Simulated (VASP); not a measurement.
Input of a VASP 6.6.1 run:

Contents of INCAR:

```
SYSTEM = Bi
PREC     = Accurate       ! precision mode
ENCUT    = 300            ! plane-wave cutoff, eV
EDIFF    = 1E-7           ! SCF threshold, eV
ISMEAR   = 1              ! smearing method
SIGMA    = 0.1            ! smearing width, eV
LREAL    = .False.        ! projectors in reciprocal space
LASPH    = .True.         ! aspherical terms in the spheres
NELM     = 80             ! most SCF steps
ALGO     = Normal         ! electronic algorithm
ISIF     = 3              ! what is computed and relaxed
LWAVE    = .False.        ! write WAVECAR
LCHARG   = .False.        ! write CHGCAR
GGA      = PE             ! functional
IBRION   = 2              ! ionic algorithm
NSW      = 90             ! ionic steps
EDIFFG   = -0.005         ! ionic threshold
```

The input KPOINTS:

```
Automatic mesh
0
Gamma
  7 7 7
  0 0 0
```

File POSCAR:

```
Bi                                      
1.0
   -2.0021008356      2.0021008356      2.0021008356
    2.0021008356     -2.0021008356      2.0021008356
    2.0021008356      2.0021008356     -2.0021008356
  Bi            
     1
Direct
     0.0000000000000000    0.0000000000000000    0.0000000000000000
```

Potentials or basis: VASP PAW PBE potentials, release 64 (Bi).

The run is started by

```console
$ cat potpaw_PBE.64/Bi/POTCAR > POTCAR
$ mpirun -np 1 vasp_std > vasp.out
```

(1) Predict the band gap on the k mesh.

Results:

(1) none (metal or under the smearing width).

Caveat: the relaxation stopped at its first step, so nothing moved; spin-orbit coupling is left out, which moves the levels of the heavy elements.
